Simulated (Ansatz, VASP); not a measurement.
**W: VASP beside Ansatz**

Contents of INCAR:

```
SYSTEM = W
ALGO = Fast
DIPOL = 0.5 0.5 0.293
EDIFF = 1E-7
ENCUT = 520
GGA = PE
IDIPOL = 3
ISIF = 2
ISMEAR = 0
LASPH = .TRUE.
LCHARG = .TRUE.
LDIPOL = .TRUE.
LELF = .TRUE.
LREAL = .FALSE.
LVACPOTAV = .TRUE.
LVHAR = .TRUE.
LWAVE = .FALSE.
NBANDS = 28
NELM = 80
PREC = Accurate
SIGMA = 0.1
```

The input KPOINTS:

```
k-points
0
G
  9 9 1
  0 0 0
```

Contents of POSCAR:

```
W
1.0
    2.8545944806      0.0000000000      0.0000000000
   -1.4272972403      2.4721513377      0.0000000000
    0.0000000000      0.0000000000     21.6971108210
W
3
Direct
    0.6666666667      0.3333333333      0.1843563428
    0.3333333333      0.6666666667      0.2926027619
    0.0000000000      0.0000000000      0.4008418859
```

Input for Ansatz:

```yaml
crystal:
  lattice:
    - [2.8545944806, 0.0, 0.0]
    - [-1.4272972403, 2.4721513377, 0.0]
    - [0.0, 0.0, 21.697110821]
  atoms:
    - { symbol: W, position: [0.6666666667, 0.3333333333, 0.1843563428] }
    - { symbol: W, position: [0.3333333333, 0.6666666667, 0.2926027619] }
    - { symbol: W, position: [0.0, 0.0, 0.4008418859] }
basis:
  ecutwfc: 420
kpoints:
  mp_grid: { grid: [9, 9, 1] }
hamiltonian:
  xc: pbe
scf:
  occupations: { method: gaussian, width: 0.1 }
output:
  forces: true
  eigenvalues: true
efield:
  axis: 3
  dipole_correction: true
  ramp_width: 0.04
```

Alike in both runs: task single point; functional PBE; k mesh 9 × 9 × 1; occupations gaussian, width 0.1 eV; no spin polarisation.

```csv
,VASP,Ansatz
version,VASP 6.6.1,Ansatz 0.2.0
potentials or method,"VASP PAW PBE potentials, release 64 (W_sv)","scalar-relativistic, plane waves, PAW"
plane-wave cutoff (eV),520,420
valence electrons in the cell,42,42
```

Ansatz gave:

- gap on the k mesh at the Fermi level (eV): none
- rms of the force components (eV/Å): 0.042
- work function, face that differs most (eV): 4.94

**Question.** Estimate VASP's values.

**Answer.** gap on the k mesh at the Fermi level (eV): none; rms of the force components (eV/Å): 0.054; work function, face that differs most (eV): 4.95.

Atom by atom the forces differ by 0.011 eV/Å (rms over components). A gap of «none» marks a metal or a gap that the smearing closes.

Spin-orbit coupling is left out, which matters for the levels of W.
